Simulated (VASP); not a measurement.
Crystal: MoSe2.

```
Mo Se
1.0
     3.29460    0.00000    0.00000
    -1.64730    2.85321    0.00000
     0.00000    0.00000   12.90641
Mo Se
2 4
Direct
  0.33333 0.66667 0.25000
  0.66667 0.33333 0.75000
  0.33333 0.66667 0.61965
  0.66667 0.33333 0.11965
  0.33333 0.66667 0.88035
  0.66667 0.33333 0.38035
```

The cell isn't the ideal one: a relaxed cell with its volume scaled by 1.04.

```yaml
Program: VASP 6.6.1
Task: relaxation of shape and atoms at fixed volume
Functional: LDA
Potentials_or_basis: VASP PAW LDA potentials, release 64 (Mo_sv, Se)
Cutoff: 600 eV
k_mesh: 9 × 9 × 2
Occupations: gaussian, width 0.03 eV
Spin: no spin polarisation
```

At the start: pressure -5.1 GPa; volume 20.22 Å³/atom.

Where does the relaxation end?

Over 8 steps the energy falls by 9.6 meV/atom; space group P6_3/mmc (No. 194, to 0.05 Å).

Step by step:
| step | energy change (eV) | largest force (eV/Å) | pressure (GPa) |
| --- | --- | --- | --- |
| 1 | 0.0000 | 0.5825 | -5.10 |
| 2 | -0.0344 | 0.0608 | -2.83 |
| 3 | -0.0344 | 0.0613 | -2.83 |
| 4 | -0.0492 | 0.0299 | -2.17 |
| 5 | -0.0573 | 0.0153 | -1.16 |
| 6 | -0.0573 | 0.0167 | -1.12 |
| 7 | -0.0574 | 0.0110 | -1.24 |
| 8 | -0.0574 | 0.0005 | -1.19 |

Final structure:
```
CELL_PARAMETERS angstrom
3.26472 0.00000 0.00000
-1.63236 2.82733 0.00000
0.00000 0.00000 13.14372
ATOMIC_POSITIONS crystal
Mo 0.33333 0.66667 0.25000
Mo 0.66667 0.33333 0.75000
Se 0.33333 0.66667 0.62383
Se 0.66667 0.33333 0.12383
Se 0.33333 0.66667 0.87617
Se 0.66667 0.33333 0.37617
```
